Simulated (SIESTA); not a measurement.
MgSi under changes of volume

One of the cells (17.355 Å³/atom); the others are scaled copies at fixed shape and fractional positions:

```
Si Mg
1.0
     2.90839    0.00000    0.00000
     0.00000    2.90839    0.00000
     0.00000    0.00000    4.10343
Si Mg
1 1
Cartesian
  1.4542 1.4542 2.0517
  0.0000 0.0000 0.0000
```

The cell comes from a database or a generator and needn't be the stable form of this composition.

* Program: SIESTA 5.4.2
* Functional: LDA
* Potentials or basis: PseudoDojo 0.4 standard (LDA files)
* Basis: DZP (energy shift 0.003 Ry; two zetas on semicore shells)
* Grid cutoff: 800 Ry
* Energy shift: 0.003 Ry
* k mesh: 9 × 9 × 7
* Occupations: fermi-dirac, width 0.05 eV
* Spin: no spin polarisation

```tsv
volume (Å³/atom)	energy over the lowest point (meV/atom)	pressure (GPa)
16.314	8.05	3.4
16.661	2.42	1.8
17.008	0.00	0.4
17.355	0.49	-0.8
17.702	3.67	-2.0
18.049	9.26	-3.1
18.396	?	?
```

Q: What does the run at 18.396 Å³/atom give?

A: Energy over the lowest point 16.99 meV/atom; pressure -4.0 GPa.

Worked out: A Birch-Murnaghan fit of order 3 (a polynomial in V^(-2/3)) to the other rows has its minimum at 17.12 Å³/atom with B0 = V·E''(V) = 65 GPa and B' = 3.6 at fixed shape and positions, which overstates the stiffness. It gives 17.08 meV/atom at 18.396 Å³/atom, against the run's 16.99, and -dE/dV = -4.1 GPa, against -4.0.

Energies are extrapolated to zero smearing.

Caveats: the basis of atomic orbitals isn't converged, which shifts pressures, moduli and gaps.
